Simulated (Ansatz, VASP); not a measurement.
# One calculation of NaF, two programs

Contents of INCAR:

```
SYSTEM = NaF
  ALGO = Normal
  EDIFF = 1E-6
  ENCUT = 520
  GGA = PE
  ISIF = 2
  ISMEAR = 0
  LASPH = .True.
  LCHARG = .False.
  LREAL = .False.
  LWAVE = .False.
  NBANDS = 22
  NELM = 100
  PREC = Accurate
  SIGMA = 0.01
```

File KPOINTS:

```
k-points
0
Gamma
  12 12 6
  0 0 0
```

Contents of POSCAR:

```
NaF
1.0
    3.8680668627      0.0000000000      0.0000000000
   -1.9340334314      3.3498441666      0.0000000000
    0.0000000000      0.0000000000      4.5514117151
Na F
2 2
Direct
    0.3333333333      0.6666666667      0.2500000000
    0.6666666667      0.3333333333      0.7500000000
    0.6666666667      0.3333333333      0.2500000000
    0.3333333333      0.6666666667      0.7500000000
```

Input for Ansatz:

```yaml
crystal:
  lattice:
    - [3.8680668627, 0.0, 0.0]
    - [-1.9340334314, 3.3498441666, 0.0]
    - [0.0, 0.0, 4.5514117151]
  atoms:
    - { symbol: Na, position: [0.3333333333, 0.6666666667, 0.25] }
    - { symbol: Na, position: [0.6666666667, 0.3333333333, 0.75] }
    - { symbol: F, position: [0.6666666667, 0.3333333333, 0.25] }
    - { symbol: F, position: [0.3333333333, 0.6666666667, 0.75] }
kpoints:
  mp_grid: { grid: [12, 12, 6] }
  band_path:
    path:
      - [0.0, 0.0, 0.0]
      - [0.5, 0.0, 0.0]
      - [0.3333333333, 0.3333333333, 0.0]
      - [0.0, 0.0, 0.5]
      - [0.5, 0.0, 0.5]
      - [0.3333333333, 0.3333333333, 0.5]
    npoints: 1
hamiltonian:
  xc: pbe
scf:
  occupations: { method: fixed }
  n_extra_bands: 5
output:
  forces: true
  stress: true
  eigenvalues: true
```

Alike in both runs: task single point; functional PBE; k mesh 12 × 12 × 6; no spin polarisation.

|  | VASP | Ansatz |
| --- | --- | --- |
| version | VASP 6.6.1 | Ansatz 0.2.0 |
| potentials or method | VASP PAW PBE potentials, release 64 (Na_pv, F) | plane waves, PAW |
| plane-wave cutoff (eV) | 520 | 420 |
| occupations | gaussian, width 0.01 eV | fixed |
| valence electrons in the cell | 28 | 32 |

```tsv
	VASP	Ansatz	Ansatz less VASP
gap on the k mesh at the Fermi level (eV)	5.68	5.69	+0.016
pressure (GPa)	2.5	2.5	+0.03
largest component of the traceless stress (GPa)	0.44	0.43	-0.002
```

The two sets of potentials don't hold the same shells in valence.

A k mesh can miss the band edges.
